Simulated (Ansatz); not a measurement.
# Pb in Ansatz: the effect of functional

Crystal: Pb.

```xyz
1
Lattice="0.0000 2.4750 2.4750 2.4750 0.0000 2.4750 2.4750 2.4750 0.0000" Properties=species:S:1:pos:R:3 pbc="T T T"
Pb    0.0000    0.0000    0.0000
```

Alike in all runs:

| Property | Result |
| --- | --- |
| Program | Ansatz 0.2.0 |
| Task | band structure |
| Potentials or basis | Ansatz PAW |
| k mesh | 5 × 5 × 5 |
| Occupations | fermi-dirac, width 0.05 eV |
| Spin | no spin polarisation |

Q: One run gave: pressure -2.5 GPa. Which functional did it use?
A. BLYP
B. revPBE
C. PBEsol
D. RPBE
E. LDA

A: E.

```tsv
functional	cutoff	pressure (GPa)
LDA	420 eV (not typed: the program's choice for these potentials)	-2.5
PBEsol	420 eV (not typed: the program's choice for these potentials)	-1.0
RPBE	420 eV (not typed: the program's choice for these potentials)	3.5
revPBE	420 eV (not typed: the program's choice for these potentials)	3.1
BLYP	420 eV (not typed: the program's choice for these potentials)	5.5
r2SCAN	500 eV (not typed: the program's choice for these potentials)	0.8
```

Caveats: all runs use coarse meshes; the PAW data sets come from PBE, with cores solved anew for the run's functional, which leaves a small shift of forces and pressure.

Runs at the PBE level aren't shown here.
